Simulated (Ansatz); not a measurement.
## A series in volume scale on BP

Periodic Kohn-Sham DFT of a crystal at fixed atoms, scaled to volume_scale times the given cell; pressure positive in compression, energy less spherical unpolarised free atoms, largest_vzz the field gradient of largest size among the nuclei. The results are calculated, by Ansatz 0.2.0.

The cell before it is scaled or strained (space group F-43m, No. 216):
```
BP
1.0
      0.0000     2.2690     2.2690
      2.2690     0.0000     2.2690
      2.2690     2.2690     0.0000
B P
1 1
Direct
  0.00000 0.00000 0.00000
  0.75000 0.75000 0.75000
```

Settings of every row: method all-electron PAW; functional LDA; relativity scalar; k mesh 15x15x15; filling fermi-dirac; smearing width 0.05 eV; nucleus gaussian.

Atom start moment: 0 on all atoms.

```csv
row,volume scale,V (Å³/atom),pressure (GPa)
1,0.94,10.981,?
2,0.96,11.214,1.623
3,0.98,11.448,-1.984
4,0.99,11.565,-3.658
5,1,11.682,-5.251
6,1.01,11.798,-6.769
7,1.02,11.915,-8.213
8,1.04,12.149,-10.896
9,1.06,12.383,-13.326
```

Question: what pressure should row 1 give?

Worked fit of pressure. Take u = (V_r/V)^(2/3) − 1 with V_r = 11.74 Å³ an atom, which is twice the finite (Eulerian) strain; such expansions in the strain, on which the Birch-Murnaghan equation of state is built, carry the rest volume and the bulk modulus. The shown rows have u = 0.03103, 0.01693, 0.01006, 0.00331, -0.00328, -0.00982, -0.02257, -0.03492. Least squares give pressure = −6.0189 + 228.858 × u + 561.73 × u² GPa; a straight line predicts inner rows, each left out in turn, worse (root mean square 0.18 against 0.004 GPa). The rows lie off it by 0.000, -0.001, 0.002, 0.004, -0.005, -0.001, 0.002, 0.000 (root mean square 0.0025 GPa). The pressure vanishes at u = 0.0248, or V = 11.32 Å³ an atom, and there the bulk modulus at fixed shape and fractions is B = −V dP/dV = (2/3)(1 + u) dP/du = 175 GPa. The withheld row has u = 0.04556, so the fit gives −6.0189 + 228.858 × (0.04556) + 561.73 × (0.04556)² = 5.574 GPa.

The calculation gave 5.602 GPa. The fit lies 0.028 GPa (0.15 % of the column's range) below it; its largest miss of a shown row is 0.005 GPa. This row lies beyond the range of the fit.
